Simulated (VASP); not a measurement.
**GaP: relaxation of cell and atoms with PBEsol**

The system is GaP.

```
Ga P
1.0
     0.00000    2.72000    2.72000
     2.72000    0.00000    2.72000
     2.72000    2.72000    0.00000
Ga P
1 1
Direct
  0.00000 0.00000 0.00000
  0.25000 0.25000 0.25000
```

The cell was built by a generator and needn't be a form met in nature.

- Program: VASP 6.6.1
- Task: relaxation of cell and atoms
- Functional: PBEsol
- Potentials or basis: VASP PAW PBE potentials, release 64 (Ga_d, P)
- Cutoff: 600 eV
- k mesh: 10 × 10 × 10
- Occupations: gaussian, width 0.02 eV
- Spin: no spin polarisation
- Dipole correction: no
- Further INCAR settings: ALGO = Fast; EDIFF = 1e-07; IBRION = 2; EDIFFG = -0.002; NSW = 100; ISIF = 3

- Relaxed volume: 20.09 Å³/atom
- Relaxed cell: a = 3.844 Å, b = 3.844 Å, c = 3.844 Å, α = 60.00°, β = 60.00°, γ = 60.00°
- Space group after relaxing (to 0.05 Å): F-43m (No. 216)
- Energy gained by relaxing: 0.0 meV/atom
- Ionic steps: 3
- Pressure after relaxing: 0.0 GPa
- Band gap on the k mesh: 1.47 eV, indirect (least direct gap 1.81 eV)

Final structure:
```cif
data_structure
_symmetry_space_group_name_H-M 'P 1'
_symmetry_Int_Tables_number 1
_cell_length_a 3.8444
_cell_length_b 3.8444
_cell_length_c 3.8444
_cell_angle_alpha 60.000
_cell_angle_beta 60.000
_cell_angle_gamma 60.000
_cell_volume 40.18
loop_
_atom_site_label
_atom_site_type_symbol
_atom_site_fract_x
_atom_site_fract_y
_atom_site_fract_z
_atom_site_occupancy
Ga1 Ga 0.00000 0.00000 0.00000 1
P1 P 0.25000 0.25000 0.25000 1
```

Levels at points of the mesh, in eV from the valence-band top:
```tsv
k point	band 5	band 6	band 7	band 8	band 9	band 10	band 11	band 12	band 13
(0.00, 0.00, 0.00)	-14.45	-12.58	0.00	0.00	0.00	1.81	3.83	3.83	3.83
(0.50, 0.00, 0.00)	-14.44	-10.47	-6.74	-1.14	-1.14	1.61	4.65	4.65	8.10
(0.50, 0.50, 0.00)	-14.43	-9.54	-6.84	-2.74	-2.74	1.50	1.71	10.61	10.62
```

It took 54 s on 1 thread of Intel(R) Xeon(R) Platinum 8259CL CPU @ 2.50GHz (Skylake/Cascade Lake), with other jobs on the host, peak memory 0.2 GiB.

Caveat: the PAW data sets were made with another functional, which shifts forces and pressure a little. A hybrid or GW would open this gap; PBEsol tends to underestimate it.
